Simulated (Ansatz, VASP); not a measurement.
**Two plane-wave programs on Pb**

```
Pb
1.0
     0.00000    3.16753    3.16753
     3.16753    0.00000    3.16753
     3.16753    3.16753    0.00000
Pb
2
Cartesian
  -0.7919 -0.7919 -0.7919
  0.7919 0.7919 0.7919
```

Change from the starting cell: volume scaled by 0.8, PAW files.

Alike in both runs: task single point; functional LDA; k mesh 10 × 10 × 10; occupations fermi-dirac, width 0.08 eV; no spin polarisation.

|  | VASP | Ansatz |
| --- | --- | --- |
| version | VASP 6.6.1 | Ansatz 0.2.0 |
| potentials or method | VASP PAW LDA potentials, release 64 (Pb_d) | PAW with Ansatz's default frozen-core files, scalar-relativistic |
| plane-wave cutoff (eV) | 520 | 420 |
| valence electrons in the cell | 28 | 28 |

|  | VASP | Ansatz | Ansatz less VASP |
| --- | --- | --- | --- |
| pressure (GPa) | 13.0 | 13.0 | -0.09 |

Spin-orbit coupling is left out, which matters for the levels of Pb.
